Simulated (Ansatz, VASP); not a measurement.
# One calculation of Hf, two programs

Contents of INCAR:

```
SYSTEM = Hf
PREC = Accurate
ENCUT = 520
EDIFF = 1E-7
ISMEAR = -1
SIGMA = 0.05
LREAL = .False.
LASPH = .True.
NELM = 100
ALGO = Normal
ISIF = 2
LWAVE = .False.
LCHARG = .False.
GGA = CA
NBANDS = 11
```

KPOINTS

```
Automatic mesh
0
Gamma
  10 10 10
  0 0 0
```

File POSCAR:

```
Hf
1.0
    0.0000000000      2.2200000000      2.2200000000
    2.2200000000      0.0000000000      2.2200000000
    2.2200000000      2.2200000000      0.0000000000
Hf
1
Direct
    0.0000000000      0.0000000000      0.0000000000
```

input.yaml

```yaml
crystal:
  lattice:
    - [0.0, 2.22, 2.22]
    - [2.22, 0.0, 2.22]
    - [2.22, 2.22, 0.0]
  atoms:
    - { symbol: Hf, position: [0.0, 0.0, 0.0] }
hamiltonian:
  xc: lda
  pseudopotentials: { kind: paw }
kpoints:
  mp_grid: { grid: [10, 10, 10] }
scf:
  occupations: { method: fermi_dirac, width: 0.05 }
output:
  forces: true
  stress: true
  eigenvalues: true
```

This isn't the form of Hf at room conditions, which is hcp.

Alike in both runs: task single point; functional LDA; k mesh 10 × 10 × 10; occupations fermi-dirac, width 0.05 eV; no spin polarisation.

|  | VASP | Ansatz |
| --- | --- | --- |
| version | VASP 6.6.1 | Ansatz 0.2.0 |
| potentials or method | VASP PAW LDA potentials, release 64 (Hf_pv) | Ansatz PAW |
| plane-wave cutoff (eV) | 520 | 420 |
| valence electrons in the cell | 10 | 26 |

|  | VASP | Ansatz | Ansatz less VASP |
| --- | --- | --- | --- |
| gap on the k mesh at the Fermi level (eV) | none | none | - |
| pressure (GPa) | -5.7 | -5.7 | -0.03 |

A gap of «none» marks a metal or a gap that the smearing closes. The two sets of potentials don't hold the same shells in valence.

Caveats: the PAW data sets come from PBE, with cores solved anew for the run's functional, which leaves a small shift of forces and pressure (Ansatz). The runs have no spin-orbit coupling, so splittings on Hf are missing.
